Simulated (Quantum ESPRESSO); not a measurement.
Wanted: the native input for a Quantum ESPRESSO 7.5 run.

- Task: relaxation of cell and atoms
- Functional: LDA
- Potentials or basis: SSSP 1.3 efficiency PBE
- Cutoff: 939 eV
- Density cutoff: 7510 eV
- k mesh: 8 × 8 × 8
- Occupations: fermi-dirac, width 0.05 eV
- Spin: no spin polarisation
- Target pressure: 30 GPa
- Form of the LDA correlation: PZ81
- Mixing beta: 0.5
- Most SCF iterations: 120
- SCF threshold: 4e-10 Ry
- Most ionic steps: 40
- Forc conv thr: 0.0004 Ry/bohr
- Etot conv thr: 1e-05 Ry
- Ion dynamics: bfgs
- Cell dynamics: bfgs
- Press conv thr: 0.3 kbar

The system is CdSe.

```
Cd Se
1.0
     0.00000    3.07027    3.07027
     3.07027    0.00000    3.07027
     3.07027    3.07027    0.00000
Cd Se
1 1
Direct
  0.00000 0.00000 0.00000
  0.25000 0.25000 0.25000
```

Measurements of this composition are mostly on another form, of space group No. 186.

One way to write it, as run:

pw.in

```
&CONTROL
  calculation = 'vc-relax'
  prefix = 'pwscf'
  outdir = './tmp'
  pseudo_dir = './pseudo'
  tprnfor = .true.
  tstress = .true.
  disk_io = 'low'
  nstep = 40
  forc_conv_thr = 0.0004
  etot_conv_thr = 1d-05
/
&SYSTEM
  ibrav = 0
  nat = 2
  ntyp = 2
  ecutwfc = 69
  ecutrho = 552
  nbnd = 15
  input_dft = 'pz'
  occupations = 'smearing'
  smearing = 'fd'
  degauss = 0.00367493
/
&ELECTRONS
  conv_thr = 4d-10
  electron_maxstep = 120
  mixing_beta = 0.5
/
&IONS
  ion_dynamics = 'bfgs'
/
&CELL
  cell_dynamics = 'bfgs'
  press = 300
  press_conv_thr = 0.3
/
ATOMIC_SPECIES
Cd   112.4140 Cd.pbe-dn-rrkjus_psl.0.3.1.UPF
Se    78.9710 Se_pbe_v1.uspp.F.UPF
CELL_PARAMETERS angstrom
   0.0000000000    3.0702711986    3.0702711986
   3.0702711986    0.0000000000    3.0702711986
   3.0702711986    3.0702711986    0.0000000000
ATOMIC_POSITIONS angstrom
Cd     0.0000000000    0.0000000000    0.0000000000
Se     1.5351355993    1.5351355993    1.5351355993
K_POINTS automatic
8 8 8 0 0 0
```

Potentials or basis: SSSP 1.3 efficiency PBE.

Launch:

```bash
$ OMP_NUM_THREADS=1 pw.x -in pw.in > pw.out
```

It gave:

```json
{
  "Relaxed volume": "20.77 Å³/atom",
  "Relaxed cell": "a = 3.887 Å, b = 3.887 Å, c = 3.887 Å, α = 60.00°, β = 60.00°, γ = 60.00°",
  "Space group after relaxing (to 0.05 Å)": "F-43m (No. 216)",
  "Energy change on relaxing (the enthalpy is what falls)": "+451.7 meV/atom",
  "Ionic steps": "7",
  "Pressure after relaxing": "30.0 GPa",
  "Band gap on the k mesh": "0.84 eV, direct"
}
```

Caveat: the potentials were made for another functional, which shifts forces and pressure; the volume moved by over 15 % at a fixed basis, so the end points are rough.

Run time: 6 min on 1 thread of Arm Neoverse V1, with other jobs on the host, peak memory 0.36 GiB.
